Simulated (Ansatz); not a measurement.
Frozen normal mode in MgO

Level of theory: Ansatz 0.2.0, DFT PBE, scalar-relativistic, plane waves, PAW. The runs took a 420 eV cutoff, a Γ-centred 8×8×6 mesh and Gaussian smearing (0.05 eV). No spin polarisation. Energies are free energies at this smearing, counted from the undisturbed cell; pressure is positive in compression.

The undisturbed cell (as given, not relaxed at this level; it stands at -1.7 GPa):

```
CELL_PARAMETERS angstrom
0.00000 -2.13515 -2.13515
0.00000 2.13515 -2.13515
4.27030 0.00000 0.00000
ATOMIC_POSITIONS crystal
Mg 0.50000 0.50000 0.50000
Mg 0.00000 0.00000 0.00000
O 0.50000 0.50000 0.00000
O 0.00000 0.00000 0.50000
```

A zone-centre mode of this cell is frozen in: each atom moves by x times its row below, so x is the largest displacement.
```
atom ux uy uz
 Mg1  -0.120  0.000  0.000
 Mg2   0.120  0.000  0.000
  O3  -1.000  0.000  0.000
  O4   1.000  0.000  0.000
```

| x (Å) | ΔE (meV/cell) | force along the mode (eV/Å) | pressure (GPa) | gap on the mesh (eV) |
| --- | --- | --- | --- | --- |
| -0.1200 | 235.6 | 3.96 | -0.3 | 4.11 |
| -0.0600 | 58.5 | 1.95 | -1.3 | 4.29 |
| 0.0000 | 0.0 | 0.00 | -1.7 | 4.35 |
| 0.0150 | 3.6 | -0.49 | ? | ? |
| 0.0300 | 14.6 | -0.97 | -1.6 | 4.34 |
| 0.0450 | 32.9 | -1.46 | -1.5 | 4.32 |
| 0.0750 | 91.5 | -2.45 | -1.1 | 4.26 |
| 0.0900 | 132.0 | ? | ? | 4.21 |
| 0.1050 | 180.0 | -3.45 | -0.6 | 4.17 |

By symmetry 0.1200 repeats -0.1200, -0.0900 repeats 0.0900, 0.0600 repeats -0.0600, -0.0300 repeats 0.0300 in energy; the slope of the energy along the path changes sign there.

**Question.** Give the withheld values.

**Answer.** pressure (GPa) at x (Å) = 0.0150: -1.7; gap on the mesh (eV) at x (Å) = 0.0150: 4.35; force along the mode (eV/Å) at x (Å) = 0.0900: -2.95; pressure (GPa) at x (Å) = 0.0900: -0.9.

Cost: 9 runs of about 0.33 core-minutes in all, on Intel Xeon Platinum 8259CL (Skylake/Cascade Lake) (shared hosts).